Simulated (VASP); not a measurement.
The system is TaN.

```
Ta N
1.0
     2.92177    0.00000    0.00000
    -1.46088    2.53033    0.00000
     0.00000    0.00000    5.91652
Ta N
2 2
Cartesian
  0.0000 0.0000 2.9583
  0.0000 0.0000 0.0000
  0.0000 1.6869 1.4791
  1.4609 0.8434 4.4374
```

The cell comes from a database or a generator and needn't be the stable form of this composition.

Base run:

```yaml
Program: VASP 6.6.1
Functional: PBEsol
Potentials_or_basis: VASP PAW PBE potentials, release 64 (Ta_pv, N)
Cutoff: 520 eV
k_mesh: 7 × 7 × 4
Occupations: fermi-dirac, width 0.05 eV
Spin: no spin polarisation
Hubbard_terms: Ta d U = 5 eV
```

Its results: band gap on the k mesh none (metal or under the smearing width); pressure 6.0 GPa.

Task: After a change of settings the same cell gave: band gap on the k mesh none (metal or under the smearing width); pressure 9.4 GPa. Which change was it?
A. hubbard terms from Ta d U = 5 eV to Ta d U = 6 eV
B. hubbard terms from Ta d U = 5 eV to none
C. hubbard terms from Ta d U = 5 eV to Ta d U = 2 eV

Result: A.

Caveats: the PAW data sets were made with another functional, which shifts forces and pressure a little; U without spin polarisation on a metal has little footing.
